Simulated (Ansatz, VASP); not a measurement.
# Ca in VASP and in Ansatz

INCAR

```
PREC = Accurate ; ENCUT = 520
EDIFF = 1E-7 ; ISMEAR = -1
SIGMA = 0.05 ; LREAL = False
LASPH = True ; NELM = 60
ALGO = Normal ; ISIF = 2
LWAVE = False ; LCHARG = False
GGA = PE ; NBANDS = 17
```

Contents of KPOINTS:

```
Automatic mesh
0
Gamma
  8 8 4
```

POSCAR

```
Ca
1.0
    3.9532877857      0.0000000000      0.0000000000
   -1.9766438929      3.4236476510      0.0000000000
    0.0000000000      0.0000000000      6.4762402922
Ca
2
Direct
    0.6666666667      0.3333333333      0.7500000000
    0.3333333333      0.6666666667      0.2500000000
```

input.yaml

```yaml
crystal:
  lattice:
    - [3.9532877857, 0.0, 0.0]
    - [-1.9766438929, 3.423647651, 0.0]
    - [0.0, 0.0, 6.4762402922]
  atoms:
    - { symbol: Ca, position: [0.6666666667, 0.3333333333, 0.75] }
    - { symbol: Ca, position: [0.3333333333, 0.6666666667, 0.25] }
hamiltonian:
  xc: pbe
  pseudopotentials: { kind: paw }
kpoints:
  mp_grid: { grid: [8, 8, 4] }
scf:
  occupations: { method: fermi_dirac, width: 0.05 }
output:
  forces: true
  stress: true
  eigenvalues: true
  write_density: true
  write_potential: true
  elf: true
  volumetric_format: npy
```

Change from the starting cell: volume scaled by 0.98.

Alike in both runs: task single point; functional PBE; k mesh 8 × 8 × 4; occupations fermi-dirac, width 0.05 eV; no spin polarisation.

|  | VASP | Ansatz |
| --- | --- | --- |
| version | VASP 6.6.1 | Ansatz 0.2.0 |
| potentials or method | VASP PAW PBE potentials, release 64 (Ca_sv) | Ansatz PAW |
| plane-wave cutoff (eV) | 520 | 420 |
| valence electrons in the cell | 20 | 20 |

```csv
,VASP,Ansatz,Ansatz less VASP
gap on the k mesh at the Fermi level (eV),none,none,-
pressure (GPa),-0.5,-0.5,-0.01
largest component of the traceless stress (GPa),0.20,0.20,-0.002
```

A gap of «none» marks a metal or a gap that the smearing closes. The functional is the same, so the differences come from potentials, cutoffs and numerics.
